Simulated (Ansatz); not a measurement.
# Calculated electric field gradients for HfO2 at a changed volume

The cell is a COD entry, relaxed with PBE at fixed cell and then changed (volume scaled by 0.94, ions relaxed).

```cif
data_HfO2
_symmetry_space_group_name_H-M 'P2_1/c'
_symmetry_Int_Tables_number 14
_cell_length_a 5.0135
_cell_length_b 5.0798
_cell_length_c 5.1762
_cell_angle_alpha 90.000
_cell_angle_beta 99.352
_cell_angle_gamma 90.000
loop_
_atom_site_label
_atom_site_type_symbol
_atom_site_symmetry_multiplicity
_atom_site_Wyckoff_symbol
_atom_site_fract_x
_atom_site_fract_y
_atom_site_fract_z
Hf Hf 4 e 0.2778 0.0407 0.2081
O5 O 4 e 0.4415 0.7608 0.4865
O9 O 4 e 0.0856 0.3648 0.3176
```

One atom of each set is listed.

Level of theory: DFT, PBE, plane waves and PAW, scalar-relativistic, 420 eV cutoff, Γ-centred 6×6×6 k-points, Fermi–Dirac smearing 0.02 eV (Ansatz 0.2.0).

C_Q = eQV_zz/h, which is 24.18 MHz for Q = 1 b and V_zz = 10²¹ V/m²; η = (V_xx − V_yy)/V_zz.

177Hf: I = 7/2, Q = 3365 mb; O-17: I = 5/2, Q = -25.58 mb. Quadrupole moments are those of Pyykkö's year-2017 table.

| site | atoms | first shell | V_xx, V_yy, V_zz (10²¹ V/m²) | η | C_Q (MHz) |
| --- | --- | --- | --- | --- | --- |
| Hf | 4 | 7 O at 2.01–2.18 Å | -5.03, -9.19, 14.22 | 0.29 | 1157 |
| O5 | 4 | 4 Hf at 2.09–2.18 Å | 0.13, 1.12, -1.26 | 0.79 | 0.778 |
| O9 | 4 | 3 Hf at 2.01–2.15 Å; also 1 Hf at 3.34 Å | 0.13, 1.62, -1.75 | 0.85 | 1.08 |

Without spin–orbit coupling the gradients at and beside Hf can be off by some per cent, at some sites by more. At this changed cell the PBE pressure is 18 GPa.

The relaxation (6 steps) took 65 s of wall time (4 min of CPU time) and 1.2 GiB at its peak, on 4 threads of Intel Xeon Platinum 8375C CPU @ 2.90GHz (Ice Lake) (x86_64; 16 cores open to the job, memory cap 8.0 GiB, no GPU), a shared host with a load of 0.6 a core.
